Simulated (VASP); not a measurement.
# InSe in VASP: a series of runs, part 3 of 3

VASP 6.6.1. Earlier steps stand in the parts before.

## Step 5: Single point, PBE

INCAR reads:

```
SYSTEM = InSe
  ALGO = Normal
  DIPOL = 0.5 0.5 0.500
  EDIFF = 1E-7
  ENCUT = 600
  GGA = PE
  IDIPOL = 3
  ISIF = 2
  ISMEAR = 0
  LASPH = .True.
  LCHARG = .False.
  LDIPOL = .True.
  LREAL = .False.
  LVACPOTAV = .True.
  LVHAR = .True.
  LWAVE = .False.
  NBANDS = 20
  NELM = 120
  PREC = Accurate
  SIGMA = 0.05
```

KPOINTS reads:

```
k-points
0
Gamma
  6 6 1
  0 0 0
```

POSCAR reads:

```
InSe
1.0
    4.0500000000      0.0000000000      0.0000000000
   -2.0250000000      3.5074028900      0.0000000000
    0.0000000000      0.0000000000     12.9311500000
In Se
1 1
Direct
    0.3333333333      0.6666666667      0.4639958550
    0.6666666667      0.3333333333      0.5360041450
```

Potentials or basis: VASP PAW PBE potentials, release 64 (In_d, Se).

Launch:

```console
> cat potpaw_PBE.64/In_d/POTCAR potpaw_PBE.64/Se/POTCAR > POTCAR
> mpirun -np 1 vasp_std > vasp.out
```

OUTCAR:

```text
SYSTEM = InSe
   EDIFF = 1E-7
   ENCUT = 600
   GGA = PE
   ISIF = 2
   ISMEAR = 0
   LASPH = .True.
   LREAL = .False.
   NELM = 120
   PREC = Accurate

 Found      7 irreducible k-points:

 Following reciprocal coordinates:
            Coordinates               Weight
  0.000000  0.000000  0.000000      1.000000
  0.166667  0.000000  0.000000      6.000000
  0.333333  0.000000  0.000000      6.000000
  0.500000  0.000000  0.000000      3.000000
  0.166667  0.166667  0.000000      6.000000
  0.333333  0.166667  0.000000     12.000000
   k-points           NKPTS =      7   k-points in BZ     NKDIM =      7   number of bands    NBANDS=     20
   number of dos      NEDOS =    301   number of ions     NIONS =      2
   total plane-waves  NPLWV = 110592
   dimension x,y,z NGX =    32 NGY =   32 NGZ =  108
   dimension x,y,z NGXF=    64 NGYF=   64 NGZF=  216
   ions per type =               1   1
   NGX,Y,Z   is equivalent  to a cutoff of  13.14, 13.14, 13.88 a.u.
   NGXF,Y,Z  is equivalent  to a cutoff of  26.27, 26.27, 27.77 a.u.
 SYSTEM =  InSe
   PREC   = accura    normal or accurate (medium, high low for compatibility)
   ISTART =      0    job   : 0-new  1-cont  2-samecut
   ICHARG =      2    charge: 1-file 2-atom 10-const
   ISPIN  =      1    spin polarized calculation?
   LNONCOLLINEAR =      F non collinear calculations
   LSORBIT =      F    spin-orbit coupling
   LASPH  =      T    aspherical Exc in radial PAW
   ENCUT  =  600.0 eV  44.10 Ry    6.64 a.u.   8.09  8.09 25.83*2*pi/ulx,y,z
   NELM   =    120;   NELMIN=  2; NELMDL= -5     # of ELM steps
   EDIFF  = 0.1E-06   stopping-criterion for ELM
   LREAL  =      F    real-space projection
   EDIFFG = 0.1E-05   stopping-criterion for IOM
   NSW    =      0    number of steps for IOM
   IBRION =     -1    ionic relax: 0-MD 1-quasi-New 2-CG
   NFREE  =      0    steps in history (QN), initial steepest desc. (CG)
   ISIF   =      2    stress and relaxation
   ISYM   =      2    0-nonsym 1-usesym 2-fastsym
   POTIM  = 0.5000    time-step for ionic-motion
   TEBEG  =    0.0;   TEEND  =   0.0 temperature during run
   PSTRESS=    0.0 pullay stress
   NELECT =      19.0000    total number of electrons
   NUPDOWN=      -1.0000    fix difference up-down
   EMIN   =  10.00;   EMAX   =-10.00  energy-range for DOS
   EFERMI =   0.00;   METHOD = LEGACY
   ISMEAR =     0;   SIGMA  =   0.05  broadening in eV -4-tet -1-fermi 0-gaus
   EFERMI_NEDOS =   21; number of points for ismear=-14 and -15
   IALGO  =     38    algorithm
   IMIX   =      4    mixing-type and parameters
     AMIX     =   0.40;   BMIX     =  1.00
     AMIX_MAG =   1.60;   BMIX_MAG =  1.00
  volume/ion in A,a.u.               =      91.84       619.79
  Fermi-wavevector in a.u.,A,eV,Ry     =   0.768482  1.452219  8.035109  0.590564
  Thomas-Fermi vector in A             =   1.869264
   LORBIT       =      0    0 simple, 1 ext, 2 COOP (PROOUT), +10 PAW based schemes
   GGA     = PE    functional components
   LHFCALC =     F    Hartree Fock is set to
   AEXX    =    0.0000 exact exchange contribution
   IVDW    =     0    specifies the selected vdW correction
   LEPSILON=     F    determine dielectric tensor
   LRPA    =     F    only Hartree local field effects (RPA)
 non-spin polarized calculation
 Gauss-broadening in eV      SIGMA  =   0.05
  energy-cutoff  :      600.00
  volume of cell :      183.69
 maximum number of plane-waves:      6146
   NGX = 17   NGY = 17   NGZ = 51

 number of electron      19.0000002 magnetization

 dipolmoment           0.000000      0.000000      0.035322 electrons x Angstroem

 Free energy of the ion-electron system (eV)
  ---------------------------------------------------
  ext. energy  EPLUGINS =         0.00000000
  ---------------------------------------------------
  free energy    TOTEN  =        -5.64831529 eV

  energy without entropy =       -5.63112696  energy(sigma->0) =       -5.63972113

 E-fermi :  -1.2639     XC(G=0):  -3.7049

 val. band max:       -1.2691032397   @ k =   0.3333   0.1667   0.0000
 cond. band min:      -1.2611943865   @ k =   0.3333   0.3333   0.0000
 fundamental gap:      0.0079088531
 Fermi energy:        -1.2638865933

 k-point     1 :       0.0000    0.0000    0.0000
  band No.  band energies     occupation
      1     -16.7297      2.00000
      2     -16.5193      2.00000
      3     -16.5193      2.00000
      4     -16.3337      2.00000
      5     -16.3337      2.00000
      6     -15.4828      2.00000
[... 12 lines left out ...]
     19       7.9356      0.00000
     20       7.9356      0.00000

 k-point     2 :       0.1667    0.0000    0.0000
  band No.  band energies     occupation
      1     -16.8550      2.00000
      2     -16.5001      2.00000
      3     -16.4438      2.00000
      4     -16.3435      2.00000
      5     -16.3311      2.00000
      6     -15.2252      2.00000
[... 12 lines left out ...]
     19       7.4229      0.00000
     20       8.0861      0.00000

 k-point     3 :       0.3333    0.0000    0.0000
  band No.  band energies     occupation
      1     -17.0042      2.00000
      2     -16.4670      2.00000
      3     -16.3895      2.00000
      4     -16.3436      2.00000
      5     -16.3194      2.00000
      6     -14.6508      2.00000
[... 12 lines left out ...]
     19       7.7742      0.00000
     20       7.9046      0.00000

 k-point     4 :       0.5000    0.0000    0.0000
  band No.  band energies     occupation
      1     -17.0612      2.00000
      2     -16.4542      2.00000
      3     -16.3894      2.00000
      4     -16.3265      2.00000
      5     -16.3093      2.00000
      6     -14.3062      2.00000
[... 12 lines left out ...]
     19       6.7347      0.00000
     20       7.8348      0.00000

 k-point     5 :       0.1667    0.1667    0.0000
  band No.  band energies     occupation
      1     -16.9694      2.00000
      2     -16.4789      2.00000
      3     -16.3899      2.00000
      4     -16.3538      2.00000
      5     -16.3229      2.00000
      6     -14.8054      2.00000
[... 12 lines left out ...]
     19       7.7252      0.00000
     20       7.8944      0.00000

 k-point     6 :       0.3333    0.1667    0.0000
  band No.  band energies     occupation
      1     -17.0534      2.00000
      2     -16.4612      2.00000
      3     -16.3742      2.00000
      4     -16.3400      2.00000
      5     -16.3165      2.00000
      6     -14.3101      2.00000
[... 12 lines left out ...]
     19       7.2006      0.00000
     20       7.5636      0.00000

 [... further k-points ...]

------------------------ aborting loop because EDIFF is reached ----------------------------------------

  FORCE on cell =-STRESS in cart. coord.  units (eV):
  Direction    XX          YY          ZZ          XY          YZ          ZX
  --------------------------------------------------------------------------------------
  -------------------------------------------------------------------------------------
  Total        4.9064083      4.9064083      1.7248703      0.0000000      0.0000000     -0.0000000
  in kB       42.7953358     42.7953359     15.0448965      0.0000000      0.0000000     -0.0000000
  external PRESSURE =      33.5451894 kB  Pullay stress =       0.0000000 kB

 VOLUME and BASIS-vectors are now :
 -----------------------------------------------------------------------------
  energy-cutoff  :      600.00
  volume of cell :      183.69
      direct lattice vectors                 reciprocal lattice vectors
     4.050000000  0.000000000  0.000000000     0.246913580  0.142555622  0.000000000
    -2.025000000  3.507402890  0.000000000     0.000000000  0.285111244  0.000000000
     0.000000000  0.000000000 12.931150000     0.000000000  0.000000000  0.077332642

 POSITION                                       TOTAL-FORCE (eV/Angst)
 -----------------------------------------------------------------------------------
     -0.00000      2.33827      6.00000        -0.000000      0.000000     -1.857368
      2.02500      1.16913      6.93115         0.000000     -0.000000      1.857368
 -----------------------------------------------------------------------------------
    total drift:                               -0.000000      0.000000      0.000193

  FREE ENERGIE OF THE ION-ELECTRON SYSTEM (eV)
  ---------------------------------------------------
  free  energy   TOTEN  =        -5.6483152864 eV

  energy  without entropy=       -5.6311269637  energy(sigma->0) =       -5.63972113

 vacuum level on the upper side and lower side of the slab         3.104         2.651
```

OSZICAR:

```text
N       E                     dE             d eps       ncg     rms          rms(c)
DAV:   1     0.150482953959E+03    0.15048E+03   -0.78769E+03   280   0.819E+02
DAV:   2     0.951124204665E+01   -0.14097E+03   -0.13546E+03   316   0.209E+02
DAV:   3    -0.538660377683E+01   -0.14898E+02   -0.14670E+02   324   0.773E+01
[... 13 lines left out ...]
DAV:  17    -0.564830913960E+01   -0.13480E-04   -0.13662E-06   312   0.430E-03    0.603E-03
DAV:  18    -0.564831288583E+01   -0.37462E-05   -0.34144E-07   272   0.402E-03    0.239E-03
DAV:  19    -0.564831499426E+01   -0.21084E-05   -0.44099E-07   316   0.439E-03    0.953E-04
DAV:  20    -0.564831525578E+01   -0.26152E-06   -0.60188E-08   276   0.106E-03    0.111E-03
DAV:  21    -0.564831528643E+01   -0.30648E-07   -0.19896E-08   288   0.170E-03
   1 F= -.56483153E+01 E0= -.56397211E+01  d E =-.171883E-01
```

stdout:

```text
POSCAR found type information on POSCAR InSe
 POSCAR found :  2 types and       2 ions
 scaLAPACK will be used
 LDA part: xc-table for (Slater+PW92), standard interpolation
 POSCAR, INCAR and KPOINTS ok, starting setup
 FFT: planning ... GRIDC
 FFT: planning ... GRID_SOFT
 FFT: planning ... GRID
 WAVECAR not read
 entering main loop
 -----------------------------------------------------------------------------
|                                                                             |
|           W    W    AA    RRRRR   N    N  II  N    N   GGGG   !!!           |
|           W    W   A  A   R    R  NN   N  II  NN   N  G    G  !!!           |
|           W    W  A    A  R    R  N N  N  II  N N  N  G       !!!           |
|           W WW W  AAAAAA  RRRRR   N  N N  II  N  N N  G  GGG   !            |
|           WW  WW  A    A  R   R   N   NN  II  N   NN  G    G                |
|           W    W  A    A  R    R  N    N  II  N    N   GGGG   !!!           |
|                                                                             |
|     Did not find any points to average over, which means that no vacuum     |
|     field-free region was found. Please increase the size of  your cell     |
|     in the dimension of the dipole correction to obtain accurate            |
|     workfunction values.                                                    |
|                                                                             |
 -----------------------------------------------------------------------------
```

Wall time 72 s (1 thread of Intel Xeon Platinum 8259CL at 2.50GHz (Skylake/Cascade Lake), shared host); peak memory 0.33 GiB.

The run converged, but some of its settings lie outside the range that counts as converged, so its numbers aren't taken as properties of the slab.

Results:

* Free energy: -5.6483 eV
* Largest force: 1.857 eV/Å
* Band gap on the k mesh: none (metal or under the smearing width)
* Work function of the upper face: 4.37 eV
* Work function of the lower face: 3.91 eV
